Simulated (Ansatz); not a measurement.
Runs of Ansatz 0.2.0 on W. The structure is cubic, space group Im-3m (No. 229). The conventional cell has a = 3.165 Å, b = 3.165 Å, c = 3.165 Å, α = 90.00°, β = 90.00°, γ = 90.00°. Around W (site symmetry m-3m) lie 8 W at 2.74 Å. 

```csv
task,level,cell,k mesh,cutoff (eV),smearing,basis error allowed,gap on the mesh (eV),pressure (GPa)
relaxation of cell and atoms,PBEsol+D3(BJ),relaxed,12 × 12 × 12,-,fermi-dirac 0.05 eV,0.001 eV/atom,-,0.0
single point,PBE,as given,12 × 12 × 12,286,gaussian 0.028 eV,0.001 eV/atom,none,6.1
single point,PBE,as given,8 × 8 × 8,242,fermi-dirac 0.06 eV,0.004 eV/atom,none,6.2
band structure,PBE,as given,12 × 12 × 12,286,fermi-dirac 0.05 eV,0.001 eV/atom,-,5.9
single point,PBE,as given,12 × 12 × 12,286,gaussian 0.025 eV,0.001 eV/atom,none,6.1
band structure,LDA,as given,12 × 12 × 12,286,fermi-dirac 0.05 eV,0.001 eV/atom,-,(a)
```

Alike in all rows: potentials or basis all-electron LAPW, scalar-relativistic; no spin polarisation.

**Question.** Fill in the values left out.

**Answer.** (a) -8.9.

Caveats: spin-orbit coupling is left out, which moves the levels of the heavy elements (some runs); the k mesh is thin for a metal, which can move the energy by tens of meV per atom (some runs).

A k mesh can miss the band edges, and the runs leave out spin-orbit coupling on W.

A gap of «none» marks a metal or a gap under the smearing width.

The runs don't all hold the same shells in valence.
